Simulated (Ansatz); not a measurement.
CuO:

```xyz
4
Lattice="3.1755 0.0000 0.0000 0.0000 3.1755 0.0000 0.0000 0.0000 4.6495" Properties=species:S:1:pos:R:3 pbc="T T T"
Cu    0.0000    0.0000    0.0000
Cu    1.5877    1.5877    0.0000
O     1.5877    0.0000    1.2414
O     0.0000    1.5877    3.4081
```

The cell was built by a generator and needn't be a form met in nature.

Base run:

- Program: Ansatz 0.2.0
- Functional: PBE
- Potentials or basis: Ansatz PAW
- Cutoff: 300 eV
- Density cutoff: 1200 eV
- k mesh: 8 × 8 × 6
- Occupations: fermi-dirac, width 0.05 eV
- Spin: no spin polarisation

Its results: band gap on the k mesh none (metal or under the smearing width); pressure 16.0 GPa; largest force 1.031 eV/Å.

The run is repeated on the same cell with these changes: cutoff from 300 eV to 420 eV (not typed: the program's choice for these potentials). What comes out?

Band gap on the k mesh none (metal or under the smearing width); pressure 16.8 GPa; largest force 0.903 eV/Å.

Caveats: so large a pressure means that the cell lies far from this level's equilibrium, or that cutoff or potentials fall short; the run has no spin polarisation, though such a crystal can be magnetic; semilocal functionals often make such compounds metallic where correlation or magnetic order opens a gap, which also shifts bond lengths; the pressure holds a Pulay correction of +36.9 GPa for the finite cutoff (some runs); forces of over 1 eV/Å show positions far from the minimum, so gaps and moduli don't describe the material at rest (some runs); the cutoff lies under the one recommended for these potentials (some runs).
